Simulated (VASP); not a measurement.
VASP ran on this input.

**INCAR**
```
# general
SYSTEM  = CsPbI3
PREC    = Accurate
ENCUT   = 520
LREAL   = .FALSE.
LASPH   = .TRUE.

# electronic loop
EDIFF   = 1E-7
NELM    = 100
ALGO    = Normal
LMAXMIX = 4

# smearing
ISMEAR  = 0
SIGMA   = 0.05

# functional
GGA     = PS

# ions
ISIF    = 2

# output
LWAVE   = .FALSE.
LCHARG  = .FALSE.
```

File KPOINTS:
```
Automatic mesh
0
Gamma
4 4 4
0 0 0
```

**POSCAR**
```
CsPbI3
1
    6.2697650877     0.0000000000     0.0000000000
    0.0000000000     6.2697650877     0.0000000000
    0.0000000000     0.0000000000     6.2697650877
Cs Pb I
1 1 3
Direct
  0.0000000000   0.0000000000   0.0000000000
  0.5000000000   0.5000000000   0.5000000000
  0.5000000000   0.0000000000   0.5000000000
  0.0000000000   0.5000000000   0.5000000000
  0.5000000000   0.5000000000   0.0000000000
```

POTCAR, in this order: Cs_sv Pb_d I (PBE.64 set). Program: vasp_std.

Task: Write an equivalent input for Ansatz.

Result: One equivalent input (not run):
Ansatz 0.2 input:
```yaml
crystal:
  lattice:
    - [6.2697651, 0.0000000, 0.0000000]
    - [0.0000000, 6.2697651, 0.0000000]
    - [0.0000000, 0.0000000, 6.2697651]
  atoms:
    - { symbol: Cs, position: [0.0000000, 0.0000000, 0.0000000] }
    - { symbol: Pb, position: [0.5000000, 0.5000000, 0.5000000] }
    - { symbol: I, position: [0.5000000, 0.0000000, 0.5000000] }
    - { symbol: I, position: [0.0000000, 0.5000000, 0.5000000] }
    - { symbol: I, position: [0.5000000, 0.5000000, 0.0000000] }
kpoints:
  mp_grid: { grid: [4, 4, 4] }
hamiltonian:
  xc: pbesol
  pseudopotentials: { kind: paw }
scf:
  occupations: { method: gaussian, width: 0.05 }
  max_iter: 100
output: { forces: true, stress: true, eigenvalues: true }
```
What does not carry over: each code has its own PAW files, so the cut-off isn't converted (ENCUT is set for VASP's; basis.ecutwfc is left out, and Ansatz then takes the one that its files recommend); Ansatz stops its SCF on the density residual and VASP on the energy change (EDIFF).

The compound is CsPbI3 in the cubic perovskite structure, the ideal cubic form; the compound distorts at low or room temperature. This cell is one point of a volume scan, at 1.03 of the reference volume.
